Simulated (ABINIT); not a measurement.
**InSe in ABINIT: convergence with cutoff**

Input of the first run (cutoff 9 Ha); the others differ in this setting and in those tied to it:

The input run.abi:

```
# Pseudopotentials
pp_dirpath "./"
pseudos "In.GGA_PBE-JTH.xml, Se.GGA_PBE-JTH.xml"

# Structure
acell 3*1.0
rprim
     3.7794522493     2.1820677735    15.9492884918
    -3.7794522493     2.1820677735    15.9492884918
     0.0000000000    -4.3641355471    15.9492884918
ntypat 2
znucl 49 34
natom 4
typat 1 1 2 2
xred
     0.9026330000     0.8837560000     0.8815380000
    -0.0187260000    -0.0029600000     0.0168600000
     0.1596760000     0.1707980000     0.1801300000
     0.3866720000     0.3724980000     0.3868960000
chkprim 0
chksymtnons 0
tolsym 1.0e-6

# Plane-wave basis
ecut 9.0
pawecutdg 57.2
pawxcdev 0

# k points
kptopt 1
ngkpt 4 4 4
nshiftk 1
shiftk 0.0 0.0 0.0

# Exchange and correlation
ixc 11

# Bands and occupations
nband 23
occopt 6
tsmear 0.05 eV

# SCF cycle
nstep 100
tolvrs 1.0e-9

# Output
iomode 3
prtwf 0
prtden 0
prteig 0
prtebands 0
enunit 2
```

Potentials or basis: JTH PAW PBE v2.0.

The run is started by

```sh
$ abinit run.abi > log 2>&1
```

The cell isn't the ideal one: atoms moved at random, drawn with an rms of 0.05 Å.

Hardware: 1 thread of Arm Neoverse V1, with other jobs on the host.

Q: The values tried are 9 Ha, 11 Ha, 13 Ha, 15.5 Ha, 18.5 Ha, 22 Ha, 25.5 Ha, 29.5 Ha, 35 Ha, loosest first. From which on does the gap on the mesh stay within 0.01 eV of the tightest run that finished?

A: From 11 Ha on.

| cutoff | energy less the tightest run (meV/atom) | largest force (eV/Å) | gap on the mesh (eV) | SCF cycles | CPU time (s) | peak memory (GiB) |
| --- | --- | --- | --- | --- | --- | --- |
| 9 Ha | 3271.72 | 0.513 | 0.511 | 15 | 130 | 0.59 |
| 11 Ha | 494.35 | 0.519 | 0.525 | 16 | 170 | 0.6 |
| 13 Ha | 85.12 | 0.517 | 0.521 | 15 | 200 | 0.61 |
| 15.5 Ha | 65.27 | 0.517 | 0.520 | 14 | 240 | 0.64 |
| 18.5 Ha | 34.69 | 0.517 | 0.523 | 16 | 470 | 0.69 |
| 22 Ha | 17.33 | 0.517 | 0.524 | 15 | 470 | 0.71 |
| 25.5 Ha | 14.69 | 0.517 | 0.524 | 15 | 570 | 0.76 |
| 29.5 Ha | 0.00 | 0.517 | 0.524 | 16 | 940 | 0.83 |
| 35 Ha | timed out after 780 s | - | - | - | - | - |

Against the tightest run, the largest force stays within 0.005 eV/Å from 9 Ha on. Not settled before the last step: the energy (to 1 meV/atom). The tightest run that finished is the yardstick and may itself not be fully converged.

Caveat, for the tightest run too: the k mesh is coarse (spacing up to 0.46 Å⁻¹), so the values aren't converged; spin-orbit coupling is left out, which moves the levels of the heavy elements.
